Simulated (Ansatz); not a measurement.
# ZrC: the cost of one run

Program: Ansatz 0.2.0. Level of theory: DFT PBEsol, scalar-relativistic, plane waves, PAW. These are calculated values, not measurements.

That is the level of the relaxation; later steps name their own.

## 1. Starting point

The structure is cubic, space group Fm-3m (No. 225). The conventional cell has a = 4.730 Å, b = 4.730 Å, c = 4.730 Å, α = 90.00°, β = 90.00°, γ = 90.00°. Around Zr (site symmetry m-3m) lie 6 C at 2.37 Å. Around C (site symmetry m-3m) lie 6 Zr at 2.37 Å.

Coordinates:

```cif
data_structure
_symmetry_space_group_name_H-M 'Fm-3m'
_symmetry_Int_Tables_number 225
_cell_length_a 4.7300
_cell_length_b 4.7300
_cell_length_c 4.7300
_cell_angle_alpha 90.000
_cell_angle_beta 90.000
_cell_angle_gamma 90.000
_cell_volume 105.82
loop_
_atom_site_label
_atom_site_type_symbol
_atom_site_symmetry_multiplicity
_atom_site_Wyckoff_symbol
_atom_site_fract_x
_atom_site_fract_y
_atom_site_fract_z
_atom_site_occupancy
Zr1 Zr 4 a 0.00000 0.00000 0.00000 1
C1 C 4 b 0.50000 0.00000 0.00000 1
```

(A quick probe on a coarse mesh, which set the mesh and smearing, is not shown.)

## 3. Coarse relaxation

input.yaml

```yaml
crystal:
  lattice:
    - [0.0, 2.365, 2.365]
    - [2.365, 0.0, 2.365]
    - [2.365, 2.365, 0.0]
  atoms:
    - { symbol: Zr, position: [0.0, 0.0, 0.0] }
    - { symbol: C, position: [0.5, 0.5, 0.5] }
basis:
  ecutwfc: 420
kpoints:
  mp_grid: { grid: [8, 8, 8] }
hamiltonian:
  xc: pbesol
scf:
  occupations: { method: gaussian, width: 0.1 }
output:
  forces: true
  stress: true
  eigenvalues: true
relax:
  adjacent_minimum: "off"
  f_tol: 0.05
  max_steps: 80
  cell: { stress_tol: 0.5 }
```

Started as:

```bash
ansatz run input.yaml --threads 1 --pin off --max-ram 2560MiB --backend cpu --events-out ev --progress --plain --runs-dir out
```

Q: Estimate wall time and peak memory on 1 thread of Arm Neoverse V1, shared host.

About 4.4 s, with a peak of 0.28 GiB.
